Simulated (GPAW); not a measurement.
MgO2:

```
CELL_PARAMETERS angstrom
4.82861 0.00000 0.00000
0.00000 4.82861 0.00000
0.00000 0.00000 4.82861
ATOMIC_POSITIONS crystal
Mg 0.00000 0.00000 0.00000
Mg 0.50000 0.00000 0.50000
Mg 0.50000 0.50000 0.00000
Mg 0.00000 0.50000 0.50000
O 0.58942 0.91058 0.08942
O 0.91058 0.08942 0.58942
O 0.08942 0.58942 0.91058
O 0.41058 0.41058 0.41058
O 0.58942 0.58942 0.58942
O 0.91058 0.41058 0.08942
O 0.08942 0.91058 0.41058
O 0.41058 0.08942 0.91058
```

The cell is a database's computed one.

Base run:

- Program: GPAW 26.7.0
- Functional: vdW-DF-cx
- Potentials or basis: GPAW PAW data sets (gpaw-data 1.2.1)
- Cutoff: 800 eV
- Basis: pw
- k mesh: 4 × 4 × 4
- Occupations: fermi-dirac, width 0.05 eV
- Spin: no spin polarisation

Its results: band gap on the k mesh 4.00 eV, indirect (least direct gap 4.19 eV); largest force 0.107 eV/Å.

Task: The run is repeated on the same cell with these changes: functional from vdW-DF-cx to r4SCAN; band points from 80 to 60. What comes out?

Result: Band gap on the k mesh 4.67 eV, indirect (least direct gap 4.87 eV); largest force 0.036 eV/Å.

Caveats: the PAW data sets were made with another functional, which shifts forces and pressure a little.
